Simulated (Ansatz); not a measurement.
**TiO2 in Ansatz: the effect of Hubbard term**

The system is TiO2.

```
Ti O
1.0
     2.70603   -2.70666    0.00000
     2.70603    2.70666    0.00000
    -2.63353    0.00000    4.79664
Ti O
2 4
Direct
  0.86589 0.13411 0.75000
  0.13411 0.86589 0.25000
  0.08876 0.33122 0.16715
  0.91124 0.66878 0.83285
  0.66878 0.91124 0.33285
  0.33122 0.08876 0.66715
```

The cell is a database's computed one.

Alike in all runs:

```yaml
Program: Ansatz 0.2.0
Task: band structure
Functional: PBE
Potentials_or_basis: Ansatz PAW
Cutoff: "420 eV (not typed: the program's choice for these potentials)"
k_mesh: 8 × 8 × 6
Occupations: fermi-dirac, width 0.05 eV
Spin: no spin polarisation
Path: "[[\"G\", \"Y\", \"F\", \"L\", \"I\"], [\"I1\", \"Z\", \"H\", \"F1\"], [\"H1\", \"Y1\", \"X\", \"G\", \"N\"], [\"M\", \"G\"]]"
Points_for_each_segment_of_the_path: 14
Hubbard_projectors: ortho-atomic (the default)
Double_counting: fll (the default)
```

```tsv
Hubbard term	gap on the mesh (eV)	pressure (GPa)	largest force (eV/Å)
none	2.07	-1.7	0.13
Ti d U = 1 eV	2.18	-1.0	0.14
Ti d U = 2 eV	2.30	-0.2	0.15
Ti d U = 3 eV	?	?	?
Ti d U = 4 eV	2.57	1.4	0.17
Ti d U = 5 eV	2.72	2.3	0.18
Ti d U = 6 eV	2.89	3.3	0.19
Ti d U = 8 eV	3.27	5.3	0.25
```

What does the run with Hubbard term Ti d U = 3 eV give?

gap on the mesh 2.43 eV; pressure 0.6 GPa; largest force 0.16 eV/Å.

Worked out: A parabola through the other rows of the gap on the mesh, of slope 0.136 eV per eV there, gives 2.43 eV, against the run's 2.43. A parabola through the other rows of the pressure, of slope 0.828 GPa per eV there, gives 0.6 GPa, against the run's 0.6. A parabola through the other rows of the largest force, of slope 0.0109 eV/Å per eV there, gives 0.15 eV/Å, against the run's 0.16.

A k mesh can miss the band edges.
